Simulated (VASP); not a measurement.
# ZnO (P6_3mc) in VASP: further runs

One crystal, ZnO, is run at these levels: r2SCAN; tasks: relaxation of cell and atoms.

Program: VASP 6.6.1. These are calculated values, not measurements. Logs are shortened: lines on timing, memory, paths and dates and some standing lists are left out, and cuts for length are marked.

**1. Starting point**

The structure is hexagonal, space group P6_3mc (No. 186). Conventional cell: a = 3.249 Å, b = 3.249 Å, c = 5.206 Å, α = 90.00°, β = 90.00°, γ = 120.00°. Around Zn (site symmetry 3m) lie 4 O at 1.97 to 1.98 Å. O (site symmetry 3m) is surrounded by 4 Zn at 1.97 to 1.98 Å.

**2. Relaxation of cell and atoms, r2SCAN**

The input, INCAR:

```
PREC = Accurate
ENCUT = 520
EDIFF = 1E-7
ISMEAR = 0
SIGMA = 0.02
LREAL = False
LASPH = True
NELM = 80
ALGO = Normal
ISIF = 3
LWAVE = False
LCHARG = False
METAGGA = R2SCAN
LMIXTAU = True
IBRION = 2
NSW = 80
EDIFFG = -0.002
```

The input, KPOINTS:

```
Automatic mesh
0
Gamma
  12 12 6
```

The input, POSCAR:

```
ZnO
1.0
    3.2493080000      0.0000000000      0.0000000000
   -1.6246540000      2.8139832700      0.0000000000
    0.0000000000      0.0000000000      5.2057090000
Zn O
2 2
Direct
    0.3333333300      0.6666666700      0.5000000000
    0.6666666700      0.3333333300      0.0000000000
    0.6666666700      0.3333333300      0.3790100000
    0.3333333300      0.6666666700      0.8790100000
```

Potentials or basis: VASP PAW PBE potentials, release 64 (Zn, O).

The run is started by

```bash
> cat potpaw_PBE.64/Zn/POTCAR potpaw_PBE.64/O/POTCAR > POTCAR
> mpirun -np 1 vasp_std > vasp.out
```

OUTCAR:

```text
PREC = Accurate
   ENCUT = 520
   EDIFF = 1E-7
   ISMEAR = 0
   LREAL = False
   LASPH = True
   NELM = 80
   ISIF = 3
   METAGGA = R2SCAN
   IBRION = 2
   NSW = 80
   EDIFFG = -0.002

 ion  position               nearest neighbor table
   1  0.333  0.667  0.500-   4 1.97   3 1.98   3 1.98   3 1.98
   2  0.667  0.333  0.000-   3 1.97   4 1.98   4 1.98   4 1.98
   3  0.667  0.333  0.379-   2 1.97   1 1.98   1 1.98   1 1.98
   4  0.333  0.667  0.879-   1 1.97   2 1.98   2 1.98   2 1.98

  LATTYP: Found a hexagonal cell.
 ALAT       =     3.2493080000
 C/A-ratio  =     1.6020977390

  Lattice vectors:

 A1 = (   3.2493080000,   0.0000000000,   0.0000000000)
 A2 = (  -1.6246540000,   2.8139832700,   0.0000000000)
 A3 = (   0.0000000000,   0.0000000000,   5.2057090000)

Analysis of symmetry for initial positions (statically):
=====================================================================
 Subroutine PRICEL returns:
 Original cell was already a primitive cell.

 Routine SETGRP: Setting up the symmetry group for a
 hexagonal supercell.

 Subroutine GETGRP returns: Found 12 space group operations
 (whereof  6 operations were pure point group operations)
 out of a pool of 24 trial point group operations.

The static configuration has the point symmetry C_3v.
 The point group associated with its full space group is C_6v.

Analysis of symmetry for dynamics (positions and initial velocities):
=====================================================================
 Subroutine PRICEL returns:
 Original cell was already a primitive cell.

 Routine SETGRP: Setting up the symmetry group for a
 hexagonal supercell.

 Subroutine GETGRP returns: Found 12 space group operations
 (whereof  6 operations were pure point group operations)
 out of a pool of 24 trial point group operations.

The dynamic configuration has the point symmetry C_3v.
 The point group associated with its full space group is C_6v.

 Subroutine INISYM returns: Found 12 space group operations
 (whereof  6 operations are pure point group operations),
 and found     1 'primitive' translations

----------------------------------------------------------------------------------------

                                     Primitive cell

  volume of cell :      47.5984

  direct lattice vectors                    reciprocal lattice vectors
     3.249308000  0.000000000  0.000000000     0.307757836  0.177684070  0.000000000
    -1.624654000  2.813983270  0.000000000     0.000000000  0.355368140  0.000000000
     0.000000000  0.000000000  5.205709000     0.000000000  0.000000000  0.192096792

  length of vectors
     3.249308000  3.249307998  5.205709000     0.355368140  0.355368140  0.192096792

  position of ions in fractional coordinates (direct lattice)
     0.333333330  0.666666670  0.500000000
     0.666666670  0.333333330  0.000000000
     0.666666670  0.333333330  0.379010000
     0.333333330  0.666666670  0.879010000

  ion indices of the primitive-cell ions
   primitive index   ion index
                 1           1
                 2           2
                 3           3
                 4           4

----------------------------------------------------------------------------------------

 KPOINTS: Automatic mesh

Automatic generation of k-mesh.
 Grid dimensions read from file:
 generate k-points for:   12   12    6

 Generating k-lattice:

  Cartesian coordinates                     Fractional coordinates (reciprocal lattice)
     0.025646486  0.014807006  0.000000000     0.083333333  0.000000000  0.000000000
     0.000000000  0.029614012  0.000000000     0.000000000  0.083333333  0.000000000
     0.000000000  0.000000000  0.032016132     0.000000000  0.000000000  0.166666667

  Length of vectors
     0.029614012  0.029614012  0.032016132

  Shift w.r.t. Gamma in fractional coordinates (k-lattice)
     0.000000000  0.000000000  0.000000000

 Subroutine IBZKPT returns following result:
 ===========================================

 Found     76 irreducible k-points:

 Following reciprocal coordinates:
            Coordinates               Weight
  0.000000  0.000000  0.000000      1.000000
  0.083333  0.000000  0.000000      6.000000
  0.166667  0.000000  0.000000      6.000000
  0.250000  0.000000  0.000000      6.000000
  0.333333  0.000000  0.000000      6.000000
  0.416667  0.000000  0.000000      6.000000
[... 16 lines left out ...]
  0.250000  0.000000  0.166667     12.000000
  0.333333  0.000000  0.166667     12.000000
 [... further k-points ...]
   k-points           NKPTS =     76   k-points in BZ     NKDIM =     76   number of bands    NBANDS=     22
   number of dos      NEDOS =    301   number of ions     NIONS =      4
   total plane-waves  NPLWV =  23040
   dimension x,y,z NGX =    24 NGY =   24 NGZ =   40
   dimension x,y,z NGXF=    48 NGYF=   48 NGZF=   80
   ions per type =               2   2
   NGX,Y,Z   is equivalent  to a cutoff of  12.28, 12.28, 12.77 a.u.
   NGXF,Y,Z  is equivalent  to a cutoff of  24.56, 24.56, 25.55 a.u.
 SYSTEM =  unknown system
   PREC   = accura    normal or accurate (medium, high low for compatibility)
   ISTART =      0    job   : 0-new  1-cont  2-samecut
   ICHARG =      2    charge: 1-file 2-atom 10-const
   ISPIN  =      1    spin polarized calculation?
   LNONCOLLINEAR =      F non collinear calculations
   LSORBIT =      F    spin-orbit coupling
   LASPH  =      T    aspherical Exc in radial PAW
   ENCUT  =  520.0 eV  38.22 Ry    6.18 a.u.   6.04  6.04  9.68*2*pi/ulx,y,z
   NELM   =     80;   NELMIN=  2; NELMDL= -5     # of ELM steps
   EDIFF  = 0.1E-06   stopping-criterion for ELM
   LREAL  =      F    real-space projection
   EDIFFG = -.2E-02   stopping-criterion for IOM
   NSW    =     80    number of steps for IOM
   IBRION =      2    ionic relax: 0-MD 1-quasi-New 2-CG
   NFREE  =      1    steps in history (QN), initial steepest desc. (CG)
   ISIF   =      3    stress and relaxation
   ISYM   =      2    0-nonsym 1-usesym 2-fastsym
   POTIM  = 0.5000    time-step for ionic-motion
   TEBEG  =    0.0;   TEEND  =   0.0 temperature during run
   PSTRESS=    0.0 pullay stress
   NELECT =      36.0000    total number of electrons
   NUPDOWN=      -1.0000    fix difference up-down
   EMIN   =  10.00;   EMAX   =-10.00  energy-range for DOS
   EFERMI =   0.00;   METHOD = LEGACY
   ISMEAR =     0;   SIGMA  =   0.02  broadening in eV -4-tet -1-fermi 0-gaus
   EFERMI_NEDOS =   21; number of points for ismear=-14 and -15
   IALGO  =     38    algorithm
   IMIX   =      4    mixing-type and parameters
     AMIX     =   0.40;   BMIX     =  1.00
     AMIX_MAG =   1.60;   BMIX_MAG =  1.00
  volume/ion in A,a.u.               =      11.90        80.30
  Fermi-wavevector in a.u.,A,eV,Ry     =   1.491574  2.818667 30.270160  2.224794
  Thomas-Fermi vector in A             =   2.604212
   LORBIT       =      0    0 simple, 1 ext, 2 COOP (PROOUT), +10 PAW based schemes
   METAGGA = R2SCAN    functional components
   LHFCALC =     F    Hartree Fock is set to
   AEXX    =    0.0000 exact exchange contribution
   IVDW    =     0    specifies the selected vdW correction
   LEPSILON=     F    determine dielectric tensor
   LRPA    =     F    only Hartree local field effects (RPA)
 conjugate gradient relaxation of ions
 non-spin polarized calculation
 Gauss-broadening in eV      SIGMA  =   0.02
  energy-cutoff  :      520.00
  volume of cell :       47.60
 maximum number of plane-waves:      1302
   NGX = 13   NGY = 13   NGZ = 19

--------------------------------------- Ionic step        1  -------------------------------------------

 number of electron      36.0000017 magnetization

 Free energy of the ion-electron system (eV)
  ---------------------------------------------------
  ext. energy  EPLUGINS =         0.00000000
  ---------------------------------------------------
  free energy    TOTEN  =       -36.31718166 eV

  energy without entropy =      -36.31718166  energy(sigma->0) =      -36.31718166

------------------------ aborting loop because EDIFF is reached ----------------------------------------

  FORCE on cell =-STRESS in cart. coord.  units (eV):
  Direction    XX          YY          ZZ          XY          YZ          ZX
  --------------------------------------------------------------------------------------
  -------------------------------------------------------------------------------------
  Total       -0.2081335     -0.2081335      0.3110054      0.0000000      0.0000000      0.0000000
  in kB       -7.0058409     -7.0058409     10.4685436      0.0000000      0.0000000      0.0000000
  external PRESSURE =      -1.1810460 kB  Pullay stress =       0.0000000 kB
[... 137 lines left out ...]
  energy  without entropy=      -36.3185790240  energy(sigma->0) =      -36.31857902

--------------------------------------- Ionic step        5  -------------------------------------------

 number of electron      36.0000021 magnetization

 Free energy of the ion-electron system (eV)
  ---------------------------------------------------
  ext. energy  EPLUGINS =         0.00000000
  ---------------------------------------------------
  free energy    TOTEN  =       -36.31856941 eV

  energy without entropy =      -36.31856941  energy(sigma->0) =      -36.31856941

 E-fermi :   0.9496     XC(G=0): -11.6660

 val. band max:        0.8551280047   @ k =   0.0000   0.0000   0.0000
 cond. band min:       2.0794781505   @ k =   0.0000   0.0000   0.0000
 fundamental gap:      1.2243501458
 Fermi energy:         0.9495994366

 k-point     1 :       0.0000    0.0000    0.0000
  band No.  band energies     occupation
      1     -18.2332      2.00000
      2     -17.5468      2.00000
      3      -4.9705      2.00000
      4      -4.9705      2.00000
      5      -4.9070      2.00000
      6      -4.8392      2.00000
[... 574 lines left out ...]
      6      -4.5571      2.00000
[... 14 lines left out ...]
     21       9.8057      0.00000
     22      10.3843      0.00000

 [... further k-points ...]

------------------------ aborting loop because EDIFF is reached ----------------------------------------

  FORCE on cell =-STRESS in cart. coord.  units (eV):
  Direction    XX          YY          ZZ          XY          YZ          ZX
  --------------------------------------------------------------------------------------
  -------------------------------------------------------------------------------------
  Total       -0.0068011     -0.0068011     -0.0004503      0.0000000      0.0000000      0.0000000
  in kB       -0.2290844     -0.2290844     -0.0151660      0.0000000      0.0000000      0.0000000
  external PRESSURE =      -0.1577783 kB  Pullay stress =       0.0000000 kB
[... 19 lines left out ...]
  FREE ENERGIE OF THE ION-ELECTRON SYSTEM (eV)
  ---------------------------------------------------
  free  energy   TOTEN  =       -36.3185694130 eV

  energy  without entropy=      -36.3185694130  energy(sigma->0) =      -36.31856941

 reached required accuracy - stopping structural energy minimisation
```

Wall time 16 min (1 thread of Intel Xeon Platinum 8375C at 2.90GHz (Ice Lake), shared host); peak memory 0.21 GiB.

What came out:

| Quantity | Value |
| --- | --- |
| Free energy | -36.3186 eV |
| Relaxed volume | 11.89 Å³/atom |
| Relaxed cell | a = 3.243 Å, b = 3.243 Å, c = 5.221 Å, α = 90.00°, β = 90.00°, γ = 120.00° |
| Space group after relaxing (to 0.05 Å) | P6_3mc (No. 186) |
| Energy gained by relaxing | 0.3 meV/atom |
| Ionic steps | 5 |
| Pressure after relaxing | 0.0 GPa |
| Band gap on the k mesh | 1.22 eV, direct |

The path:
| step | energy change (eV) | largest force (eV/Å) | pressure (GPa) | volume (Å³) |
| --- | --- | --- | --- | --- |
| 1 | 0.0000 | 0.0860 | -0.12 | 47.60 |
| 2 | -0.0013 | 0.0306 | 0.08 | 47.54 |
| 3 | -0.0014 | 0.0033 | 0.03 | 47.55 |
| 4 | -0.0014 | 0.0015 | 0.03 | 47.55 |
| 5 | -0.0014 | 0.0013 | -0.02 | 47.57 |

Final structure:
```xyz
4
Lattice="3.2434 0.0000 0.0000 -1.6217 2.8089 0.0000 0.0000 0.0000 5.2211" Properties=species:S:1:pos:R:3 pbc="T T T"
Zn    0.0000    1.8726    2.6075
Zn    1.6217    0.9363    5.2181
O     1.6217    0.9363    1.9819
O     0.0000    1.8726    4.5924
```

Caveat: the PAW data sets were made with another functional, which shifts forces and pressure a little. r2SCAN opens gaps a little over a GGA but as a rule still falls short of measured ones.

(Part 1 of 2 ends here.)
